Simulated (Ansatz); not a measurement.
This SnO structure is the end of a relaxation. The cell was found from a structure generator's guess, not taken from experiment.

All numbers below come from DFT PBE, scalar-relativistic, plane waves, PAW in Ansatz 0.2.0. Cutoff 420 eV, Γ-centred mesh, Gaussian smearing, no spin polarisation.

```xyz
2
Lattice="3.4205 0.0000 0.0000 -1.7102 2.9622 0.0000 0.0000 0.0000 4.0241" Properties=species:S:1:pos:R:3 pbc="T T T"
Sn    0.0000    0.0000    2.0121
O     0.0000    0.0000    0.0000
```

Energies over the elements count from the elements' standard structures at the same level (O₂ as a molecule), with no fitted energy shifts. The references include grey tin.

Problem. Find its symmetry and describe it.

Solution. P6/mmm (No. 191). Conventional cell: a = 3.420 Å, c = 4.024 Å. Sn has 2 O at 2.01 Å; O has 2 Sn at 2.01 Å.

Problem. What is its formation energy per atom?

Solution. −0.52 eV/atom.

Problem. Is it a metal?

Solution. Yes, bands cross the Fermi level on the 18×18×14 mesh.

The last run used an 18×18×14 mesh (in the run's order of axes) for its 2-atom cell and Gaussian smearing of 0.10 eV. The zero gap may come from the functional, which often closes small gaps. A structure relaxed within its symmetry needn't be a true minimum. Another cell of SnO relaxed alike, in P4/nmm (a cell as deposited in COD), lies 0.74 eV/atom lower, so this cell isn't the stable form at this level.
